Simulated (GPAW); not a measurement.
Computed results, one entry a study.

```json
{"subject": "CdSe (Cadmoselite): G0W0 with GPAW, start to end", "lattice_ang": [[4.3, -0.0, 0.0], [-2.15, 3.7239, 0.0], [0.0, 0.0, 7.02]], "atoms": [["Cd", 0.3333, 0.6667, 0.0], ["Cd", 0.6667, 0.3333, 0.5], ["Se", 0.3333, 0.6667, 0.385], ["Se", 0.6667, 0.3333, 0.885]], "method": "DFT, LDA, plane waves, PAW (and 1 further level or step)", "program": "GPAW 26.7.0", "settings_of_one_run": "cutoff 450 eV, GPAW PAW setups 1.2.1 data release, 3×3×2 k-mesh, nbands 366", "notes": "The database entry behind the starting cell differs from later determinations by our own check (inner coordinate of an old entry). The cell and positions come from the Crystallography Open Database and are kept as given unless a step says otherwise. Limits: no spin-orbit coupling. Bands and cutoff are finite, so the gap is not at the basis limit. The miss can reach some tenths of an eV and take either sign; the mesh is an error of its own. The 3×3×2 mesh is coarse for this cell, which bears on the long-range parts of exchange and screening.", "results": {"lda_gap": "0.42 eV, direct", "g0w0_gap_on_the_mesh": "1.32 eV", "gw_settings": "3×3×2 mesh, 356 bands, screening to 125 eV, Godby-Needs plasmon pole", "known_limits": "not at the basis limit; no spin-orbit coupling; coarse k mesh"}}
```

[Paths, hosts, dates, memory and timing lines, banners, echoed tables and standing remarks are left out of the program output.]

[Logs are printed without paths, hosts, clocks, repeated set-up lines and the standing remarks that a program may print on its own settings, such as how far it seeks lower states.]

[Runs of the session that timed out or met a known fault of the program may be left out.]

[Hosts, paths, dates, database ids (printed as entryN), source tags and the programs' standing remarks are cut or masked in the printed files.]
